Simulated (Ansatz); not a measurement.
Relaxation of Si2W

Level of theory: Ansatz 0.2.0, DFT r2SCAN, scalar-relativistic, plane waves, PAW. (500 eV cutoff, 12×12×6 k-mesh, Gaussian smearing of 0.10 eV, no spin polarisation)

What was changed: biaxial strain in the a-b plane, c and atoms relaxed: +1.5 %.

Spin–orbit coupling is left out, which can shift energies with elements as heavy as these.

Command:

```bash
ansatz run input.yaml --threads 1 --pin off --max-ram 2560MiB --backend cpu --events-out ev --progress --plain --runs-dir out
```

Input:

```yaml
crystal:
  lattice:
    - [3.259462499, 0.0, 0.0]
    - [0.0, 3.259462499, 0.0]
    - [0.0, 0.0, 7.7343746509]
  atoms:
    - { symbol: Si, position: [0.0, 0.0, 0.3348248948] }
    - { symbol: Si, position: [0.5, 0.5, 0.1651751052] }
    - { symbol: Si, position: [0.5, 0.5, 0.8348248948] }
    - { symbol: Si, position: [0.0, 0.0, 0.6651751052] }
    - { symbol: W, position: [0.0, 0.0, 0.0] }
    - { symbol: W, position: [0.5, 0.5, 0.5] }
basis:
  ecutwfc: 500
kpoints:
  mp_grid: { grid: [12, 12, 6] }
hamiltonian:
  xc: r2scan
scf:
  occupations: { method: gaussian, width: 0.1 }
output:
  forces: true
  stress: true
  eigenvalues: true
relax:
  adjacent_minimum: "off"
  f_tol: 0.008
  max_steps: 40
  cell: { stress_tol: 0.015, fix: [a, b, gamma] }
```

F is the free energy. Steps run on the plane waves of an earlier cell, but the last one, and at times one on the way, on a freshly chosen basis, so a repeated geometry can differ a little in energy. The held parts of the cell keep their stress, so P needn't end at zero.

Steps:

| step | F − F(1) (eV) | largest force component (eV/Å) | V (Å³/atom) | P (GPa) |
| --- | --- | --- | --- | --- |
| 1 | 0.0000 | 0.046 | 13.695 | -4.00 |
| 2 | -0.0024 | 0.012 | 13.774 | -5.40 |
| 3 | -0.0028 | 0.007 | 13.754 | -5.04 |
| 4 | -0.0028 | 0.002 | 13.753 | -5.02 |
| 5 | -0.0029 | 0.002 | 13.753 | -5.02 |

Relaxed structure:

```
CELL_PARAMETERS angstrom
3.25946 0.00000 0.00000
0.00000 3.25946 0.00000
0.00000 0.00000 7.76728
ATOMIC_POSITIONS crystal
Si 0.00000 0.00000 0.33516
Si 0.50000 0.50000 0.16484
Si 0.50000 0.50000 0.83516
Si 0.00000 0.00000 0.66484
W 0.00000 0.00000 0.00000
W 0.50000 0.50000 0.50000
```

Symmetry: I4/mmm, No. 139, tetragonal system. The conventional cell has a = 3.259 Å, b = 3.259 Å, c = 7.767 Å, α = 90.00°, β = 90.00°, γ = 90.00°. Si (site symmetry 4mm) is surrounded by 5 Si at 2.56 to 2.66 Å and 5 W at 2.60 to 2.64 Å. W (site symmetry 4/mmm) is surrounded by 10 Si at 2.60 to 2.64 Å.

The run converged. The run took 61 s on 1 thread of Intel(R) Xeon(R) 6975P-C (Granite Rapids), with other jobs on the host, peak memory 0.74 GiB.